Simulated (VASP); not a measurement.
A run of VASP 6.6.1 is set up as follows.

The input INCAR:

```
SYSTEM = RbBr3
ALGO = Normal
EDIFF = 1E-6
EDIFFG = -0.01
ENCUT = 600
GGA = PE
IBRION = 2
ISIF = 3
ISMEAR = 0
LASPH = .True.
LCHARG = .False.
LREAL = .False.
LWAVE = .False.
NELM = 60
NSW = 100
PREC = Accurate
SIGMA = 0.1
```

The input KPOINTS:

```
k-points
0
Gamma
  10 10 10
  0 0 0
```

Contents of POSCAR:

```
RbBr3
1.0
    0.0000000000      3.8922944900      3.8922944900
    3.8922944900      0.0000000000      3.8922944900
    3.8922944900      3.8922944900      0.0000000000
Rb Br
1 3
Direct
    0.0000000000      0.0000000000      0.0000000000
    0.2500000000      0.2500000000      0.2500000000
    0.7500000000      0.7500000000      0.7500000000
    0.5000000000      0.5000000000      0.5000000000
```

Potentials or basis: VASP PAW PBE potentials, release 64 (Rb_sv, Br).

Run with:

```sh
$ cat potpaw_PBE.64/Rb_sv/POTCAR potpaw_PBE.64/Br/POTCAR > POTCAR
$ mpirun -np 1 vasp_std > vasp.out
```

(1) What does it give for the relaxed cell?

(2) Estimate the band gap on the k mesh.

(3) Predict the space group after relaxing (to 0.05 Å).

Results:

(1) a = 5.807 Å, b = 5.807 Å, c = 5.807 Å, α = 60.00°, β = 60.00°, γ = 60.00°.

(2) none (metal or under the smearing width).

(3) Fm-3m (No. 225).
